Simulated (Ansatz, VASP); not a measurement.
# Hg in VASP and in Ansatz

```
Hg
1.0
     2.07840    1.19996    1.97474
    -2.07840    1.19996    1.97474
     0.00000   -2.39993    1.97474
Hg
1
Direct
  0.00000 0.00000 0.00000
```

Alike in both runs: task single point; functional PBE; k mesh 10 × 10 × 10; occupations fermi-dirac, width 0.3 eV; no spin polarisation.

|  | VASP | Ansatz |
| --- | --- | --- |
| version | VASP 6.6.1 | Ansatz 0.2.0 |
| potentials or method | VASP PAW PBE potentials, release 64 (Hg) | plane waves (420 eV) with PAW, scalar-relativistic |
| plane-wave cutoff (eV) | 520 | 420 |
| valence electrons in the cell | 12 | 20 |

```tsv
	VASP	Ansatz	Ansatz less VASP
pressure (GPa)	0.1	-0.1	-0.17
largest component of the traceless stress (GPa)	0.05	0.09	+0.038
```

With one functional, cell and mesh, what is left measures potentials, basis and numerics. The two sets of potentials don't hold the same shells in valence.

Spin-orbit coupling is left out, which matters for the levels of Hg.
